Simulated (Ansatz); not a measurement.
Crystal: Sb.

```
Sb
1.0
     2.15420    1.24373    3.75800
    -2.15420    1.24373    3.75800
     0.00000   -2.48746    3.75800
Sb
2
Direct
  0.76651 0.76651 0.76651
  0.23349 0.23349 0.23349
```

* Program: Ansatz 0.2.0
* Task: relaxation of cell and atoms
* Functional: revPBE
* Potentials or basis: Ansatz PAW
* Cutoff: 420 eV (not typed: the program's choice for these potentials)
* k mesh: 8 × 8 × 8
* Occupations: fermi-dirac, width 0.05 eV
* Spin: no spin polarisation

At the start: volume 30.21 Å³/atom.

Task: How do energy, volume and symmetry change on relaxing?

Result: It ends after 7 steps and the volume is 32.97 Å³/atom (+9.2 %); space group R-3m (No. 166, to 0.05 Å).

Step by step:
| step | energy change (eV) | largest force (eV/Å) | volume (Å³) |
| --- | --- | --- | --- |
| 1 | 0.0000 | 0.1826 | 60.41 |
| 2 | -0.0249 | 0.3327 | 67.22 |
| 3 | -0.0462 | 0.0818 | 65.17 |
| 4 | -0.0483 | 0.0279 | 65.03 |
| 5 | -0.0496 | 0.0079 | 65.68 |
| 6 | -0.0497 | 0.0004 | 65.94 |
| 7 | -0.0506 | 0.0006 | 65.94 |

Final structure:
```cif
data_structure
_symmetry_space_group_name_H-M 'P 1'
_symmetry_Int_Tables_number 1
_cell_length_a 4.6898
_cell_length_b 4.6898
_cell_length_c 4.6898
_cell_angle_alpha 55.862
_cell_angle_beta 55.862
_cell_angle_gamma 55.862
_cell_volume 65.94
loop_
_atom_site_label
_atom_site_type_symbol
_atom_site_fract_x
_atom_site_fract_y
_atom_site_fract_z
_atom_site_occupancy
Sb1 Sb 0.76917 0.76917 0.76917 1
Sb2 Sb 0.23083 0.23083 0.23083 1
```

Caveat: the plane-wave basis is chosen anew once the cell has moved, so the energies of steps on either side of that aren't comparable; the PAW data sets come from PBE, with cores solved anew for the run's functional, which leaves a small shift of forces and pressure.
